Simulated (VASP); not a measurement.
# GaP (F-43m) in VASP: further runs, part 3 of 3

VASP 6.6.1.

## (5) Single point, PBEsol

This run uses another cell than the first one, of 20.11 Å³/atom, 0.993 times its volume.

Contents of INCAR:

```
  PREC = Accurate
  ENCUT = 520
  EDIFF = 1E-6
  ISMEAR = 0
  SIGMA = 0.02
  LREAL = False
  LASPH = True
  NELM = 100
  ALGO = Fast
  ISIF = 2
  LWAVE = False
  LCHARG = True
  GGA = PS
  LELF = True
  LVHAR = True
  NBANDS = 16
```

Contents of KPOINTS:

```
regular mesh
0
Gamma
  8 8 8
```

Contents of POSCAR:

```
GaP
1.0
    0.0000000000      2.7192250995      2.7192250995
    2.7192250995      0.0000000000      2.7192250995
    2.7192250995      2.7192250995      0.0000000000
Ga P
1 1
Direct
    0.0000000000      0.0000000000      0.0000000000
    0.2500000000      0.2500000000      0.2500000000
```

Potentials or basis: VASP PAW PBE potentials, release 64 (Ga_d, P).

On the command line:

```
cat potpaw_PBE.64/Ga_d/POTCAR potpaw_PBE.64/P/POTCAR > POTCAR
mpirun -np 1 vasp_std > vasp.out
```

OUTCAR:

```text
PREC = Accurate
   ENCUT = 520
   EDIFF = 1E-6
   ISMEAR = 0
   LREAL = False
   LASPH = True
   NELM = 100
   ISIF = 2
   GGA = PS

 ion  position               nearest neighbor table
   1  0.000  0.000  0.000-   2 2.35   2 2.35   2 2.35   2 2.35
   2  0.250  0.250  0.250-   1 2.35   1 2.35   1 2.35   1 2.35

  LATTYP: Found a face centered cubic cell.
 ALAT       =     5.4384501990

  Lattice vectors:

 A1 = (   0.0000000000,   2.7192250995,   2.7192250995)
 A2 = (   2.7192250995,   0.0000000000,   2.7192250995)
 A3 = (   2.7192250995,   2.7192250995,   0.0000000000)

Analysis of symmetry for initial positions (statically):
=====================================================================
 Subroutine PRICEL returns:
 Original cell was already a primitive cell.

 Routine SETGRP: Setting up the symmetry group for a
 face centered cubic supercell.

 Subroutine GETGRP returns: Found 24 space group operations
 (whereof 24 operations were pure point group operations)
 out of a pool of 48 trial point group operations.

The static configuration has the point symmetry T_d .

Analysis of symmetry for dynamics (positions and initial velocities):
=====================================================================
 Subroutine PRICEL returns:
 Original cell was already a primitive cell.

 Routine SETGRP: Setting up the symmetry group for a
 face centered cubic supercell.

 Subroutine GETGRP returns: Found 24 space group operations
 (whereof 24 operations were pure point group operations)
 out of a pool of 48 trial point group operations.

The dynamic configuration has the point symmetry T_d .

 Subroutine INISYM returns: Found 24 space group operations
 (whereof 24 operations are pure point group operations),
 and found     1 'primitive' translations

----------------------------------------------------------------------------------------

                                     Primitive cell

  volume of cell :      40.2129

  direct lattice vectors                    reciprocal lattice vectors
     0.000000000  2.719225100  2.719225100    -0.183875914  0.183875914  0.183875914
     2.719225100  0.000000000  2.719225100     0.183875914 -0.183875914  0.183875914
     2.719225100  2.719225100  0.000000000     0.183875914  0.183875914 -0.183875914

  length of vectors
     3.845565015  3.845565015  3.845565015     0.318482425  0.318482425  0.318482425

  position of ions in fractional coordinates (direct lattice)
     0.000000000  0.000000000  0.000000000
     0.250000000  0.250000000  0.250000000

  ion indices of the primitive-cell ions
   primitive index   ion index
                 1           1
                 2           2

----------------------------------------------------------------------------------------

 KPOINTS: regular mesh

Automatic generation of k-mesh.
 Grid dimensions read from file:
 generate k-points for:    8    8    8

 Generating k-lattice:

  Cartesian coordinates                     Fractional coordinates (reciprocal lattice)
    -0.022984489  0.022984489  0.022984489     0.125000000  0.000000000  0.000000000
     0.022984489 -0.022984489  0.022984489     0.000000000  0.125000000  0.000000000
     0.022984489  0.022984489 -0.022984489     0.000000000  0.000000000  0.125000000

  Length of vectors
     0.039810303  0.039810303  0.039810303

  Shift w.r.t. Gamma in fractional coordinates (k-lattice)
     0.000000000  0.000000000  0.000000000

 Subroutine IBZKPT returns following result:
 ===========================================

 Found     29 irreducible k-points:

 Following reciprocal coordinates:
            Coordinates               Weight
  0.000000  0.000000  0.000000      1.000000
  0.125000  0.000000  0.000000      8.000000
  0.250000  0.000000  0.000000      8.000000
  0.375000  0.000000  0.000000      8.000000
  0.500000  0.000000  0.000000      4.000000
  0.125000  0.125000  0.000000      6.000000
[... 16 lines left out ...]
  0.500000  0.250000  0.125000     48.000000
 -0.375000  0.250000  0.125000     24.000000
 [... further k-points ...]
   k-points           NKPTS =     29   k-points in BZ     NKDIM =     29   number of bands    NBANDS=     16
   number of dos      NEDOS =    301   number of ions     NIONS =      2
   total plane-waves  NPLWV =  27000
   dimension x,y,z NGX =    30 NGY =   30 NGZ =   30
   dimension x,y,z NGXF=    60 NGYF=   60 NGZF=   60
   ions per type =               1   1
   NGX,Y,Z   is equivalent  to a cutoff of  12.97, 12.97, 12.97 a.u.
   NGXF,Y,Z  is equivalent  to a cutoff of  25.94, 25.94, 25.94 a.u.
 SYSTEM =  unknown system
   PREC   = accura    normal or accurate (medium, high low for compatibility)
   ISTART =      0    job   : 0-new  1-cont  2-samecut
   ICHARG =      2    charge: 1-file 2-atom 10-const
   ISPIN  =      1    spin polarized calculation?
   LNONCOLLINEAR =      F non collinear calculations
   LSORBIT =      F    spin-orbit coupling
   LASPH  =      T    aspherical Exc in radial PAW
   ENCUT  =  520.0 eV  38.22 Ry    6.18 a.u.   7.15  7.15  7.15*2*pi/ulx,y,z
   NELM   =    100;   NELMIN=  2; NELMDL= -5     # of ELM steps
   EDIFF  = 0.1E-05   stopping-criterion for ELM
   LREAL  =      F    real-space projection
   EDIFFG = 0.1E-04   stopping-criterion for IOM
   NSW    =      0    number of steps for IOM
   IBRION =     -1    ionic relax: 0-MD 1-quasi-New 2-CG
   NFREE  =      0    steps in history (QN), initial steepest desc. (CG)
   ISIF   =      2    stress and relaxation
   ISYM   =      2    0-nonsym 1-usesym 2-fastsym
   POTIM  = 0.5000    time-step for ionic-motion
   TEBEG  =    0.0;   TEEND  =   0.0 temperature during run
   PSTRESS=    0.0 pullay stress
   NELECT =      18.0000    total number of electrons
   NUPDOWN=      -1.0000    fix difference up-down
   EMIN   =  10.00;   EMAX   =-10.00  energy-range for DOS
   EFERMI =   0.00;   METHOD = LEGACY
   ISMEAR =     0;   SIGMA  =   0.02  broadening in eV -4-tet -1-fermi 0-gaus
   EFERMI_NEDOS =   21; number of points for ismear=-14 and -15
   IALGO  =     68    algorithm
   IMIX   =      4    mixing-type and parameters
     AMIX     =   0.40;   BMIX     =  1.00
     AMIX_MAG =   1.60;   BMIX_MAG =  1.00
  volume/ion in A,a.u.               =      20.11       135.69
  Fermi-wavevector in a.u.,A,eV,Ry     =   1.252306  2.366515 21.337618  1.568271
  Thomas-Fermi vector in A             =   2.386213
   LORBIT       =      0    0 simple, 1 ext, 2 COOP (PROOUT), +10 PAW based schemes
   GGA     = PS    functional components
   LHFCALC =     F    Hartree Fock is set to
   AEXX    =    0.0000 exact exchange contribution
   IVDW    =     0    specifies the selected vdW correction
   LEPSILON=     F    determine dielectric tensor
   LRPA    =     F    only Hartree local field effects (RPA)
 non-spin polarized calculation
 RMM-DIIS sequential band-by-band and
 Gauss-broadening in eV      SIGMA  =   0.02
  energy-cutoff  :      520.00
  volume of cell :       40.21
 maximum number of plane-waves:      1106
 NGX is ok and might be reduce to    30
   NGX = 15   NGY = 15   NGZ = 15

 number of electron      17.9999987 magnetization

 Free energy of the ion-electron system (eV)
  ---------------------------------------------------
  ext. energy  EPLUGINS =         0.00000000
  ---------------------------------------------------
  free energy    TOTEN  =        -9.92109330 eV

  energy without entropy =       -9.92109330  energy(sigma->0) =       -9.92109330

 E-fermi :   4.7597     XC(G=0): -10.0514

 val. band max:        4.6373205419   @ k =   0.0000   0.0000   0.0000
 cond. band min:       6.1393457917   @ k =   0.5000   0.5000   0.0000
 fundamental gap:      1.5020252498
 Fermi energy:         4.7596635790

 k-point     1 :       0.0000    0.0000    0.0000
  band No.  band energies     occupation
      1      -9.9158      2.00000
      2      -9.9158      2.00000
      3      -9.9158      2.00000
      4      -9.8130      2.00000
      5      -9.8130      2.00000
      6      -7.9374      2.00000
[... 8 lines left out ...]
     15      14.4180      0.00000
     16      14.4180      0.00000
[... 419 lines left out ...]
 k-point    24 :      -0.3750    0.2500    0.1250
  band No.  band energies     occupation
      1     -10.0067      2.00000
      2      -9.8841      2.00000
      3      -9.8715      2.00000
      4      -9.8186      2.00000
      5      -9.8056      2.00000
      6      -5.4104      2.00000
[... 8 lines left out ...]
     15      16.5611      0.00000
     16      17.1170      0.00000

 [... further k-points ...]
[... 5 lines left out ...]
  --------------------------------------------------------------------------------------
  -------------------------------------------------------------------------------------
  Total       -0.0339993     -0.0339993     -0.0339993     -0.0000000     -0.0000000      0.0000000
  in kB       -1.3546124     -1.3546124     -1.3546124     -0.0000000     -0.0000000      0.0000000
  external PRESSURE =      -1.3546124 kB  Pullay stress =       0.0000000 kB

 VOLUME and BASIS-vectors are now :
 -----------------------------------------------------------------------------
  energy-cutoff  :      520.00
  volume of cell :       40.21
      direct lattice vectors                 reciprocal lattice vectors
     0.000000000  2.719225100  2.719225100    -0.183875914  0.183875914  0.183875914
     2.719225100  0.000000000  2.719225100     0.183875914 -0.183875914  0.183875914
     2.719225100  2.719225100  0.000000000     0.183875914  0.183875914 -0.183875914

 POSITION                                       TOTAL-FORCE (eV/Angst)
 -----------------------------------------------------------------------------------
      0.00000      0.00000      0.00000        -0.000000     -0.000000     -0.000000
      1.35961      1.35961      1.35961         0.000000      0.000000      0.000000
 -----------------------------------------------------------------------------------
    total drift:                                0.000000      0.000000      0.000000

  FREE ENERGIE OF THE ION-ELECTRON SYSTEM (eV)
  ---------------------------------------------------
  free  energy   TOTEN  =        -9.9210932975 eV

  energy  without entropy=       -9.9210932975  energy(sigma->0) =       -9.92109330
```

OSZICAR:

```text
N       E                     dE             d eps       ncg     rms          rms(c)
DAV:   1     0.790683011274E+02    0.79068E+02   -0.89737E+03   944   0.162E+03
DAV:   2    -0.407345801257E+01   -0.83142E+02   -0.79467E+02  1096   0.306E+02
DAV:   3    -0.101084395406E+02   -0.60350E+01   -0.60174E+01  1136   0.640E+01
DAV:   4    -0.102066370037E+02   -0.98197E-01   -0.98176E-01  1168   0.906E+00
DAV:   5    -0.102085733292E+02   -0.19363E-02   -0.19363E-02  1176   0.110E+00    0.415E+00
RMM:   6    -0.996187905281E+01    0.24669E+00   -0.25994E-01  1364   0.452E+00    0.258E+00
RMM:   7    -0.992342831614E+01    0.38451E-01   -0.10179E-01  1320   0.158E+00    0.107E+00
RMM:   8    -0.992078525808E+01    0.26431E-02   -0.15373E-02  1382   0.109E+00    0.144E-01
RMM:   9    -0.992098416353E+01   -0.19891E-03   -0.27980E-03  1486   0.481E-01    0.604E-02
RMM:  10    -0.992109725869E+01   -0.11310E-03   -0.46712E-04  1503   0.207E-01    0.191E-02
RMM:  11    -0.992109036010E+01    0.68986E-05   -0.13478E-04  1491   0.894E-02    0.168E-02
RMM:  12    -0.992109279503E+01   -0.24349E-05   -0.25204E-05  1439   0.389E-02    0.188E-02
RMM:  13    -0.992109329753E+01   -0.50250E-06   -0.53735E-06  1209   0.220E-02
   1 F= -.99210933E+01 E0= -.99210933E+01  d E =-.370765E-20
```

Wall time 12 s (1 thread of Intel Xeon 6975P-C (Granite Rapids), shared host); peak memory 0.17 GiB.

What came out:

* Free energy: -9.9211 eV
* Pressure: -0.1 GPa
* Band gap on the k mesh: 1.50 eV, indirect (least direct gap 1.80 eV)

Caveat: the PAW data sets were made with another functional, which shifts forces and pressure a little.

## (6) Summary

```tsv
task	cell	k mesh	cutoff (eV)	smearing	gap on the mesh (eV)	pressure (GPa)
single point	F-43m, 20.24 Å³/atom	6 × 6 × 6	520	gaussian 0.1 eV	1.51	-0.6
single point	cell and atoms relaxed tightly for response	8 × 8 × 8	520	gaussian 0.01 eV	1.50	-0.1
relaxation of cell and atoms	relaxed from: cell and atoms relaxed tightly for response	8 × 8 × 8	600	gaussian 0.01 eV	1.50	0.0
single point	F-43m, 20.11 Å³/atom	8 × 8 × 8	520	gaussian 0.02 eV	1.50	-0.1
```

Alike in all rows: level PBEsol; potentials or basis VASP PAW PBE potentials, release 64 (Ga_d, P); no spin polarisation.

Caveats: the PAW data sets were made with another functional, which shifts forces and pressure a little.

Total energies depend on the potentials used, so only differences within one code and one set of settings carry meaning.

## (7) How close it comes

Step 2. Measured gap of GaP: 2.34 eV (indirect; 10 K; quoted in “Stacking defects in GaP nanowires: Electronic structure and optical properties”, 2018, arxiv:1810.01194). This calculation gives 1.51 eV (-0.83 eV). Spin-orbit coupling on Ga is left out. The value is that of PBEsol on a finite k mesh, which can miss the band edges, without temperature or zero-point motion. Semilocal functionals fall short of measured gaps as a rule.

Step 5. A measured gap of GaP is 2.34 eV (indirect; 10 K; quoted in “Stacking defects in GaP nanowires: Electronic structure and optical properties”, 2018, arxiv:1810.01194); the calculated 1.50 eV misses it by -0.84 eV. Spin-orbit coupling on Ga is left out. The value is that of PBEsol on a finite k mesh, which can miss the band edges, without temperature or zero-point motion. Semilocal functionals fall short of measured gaps as a rule.
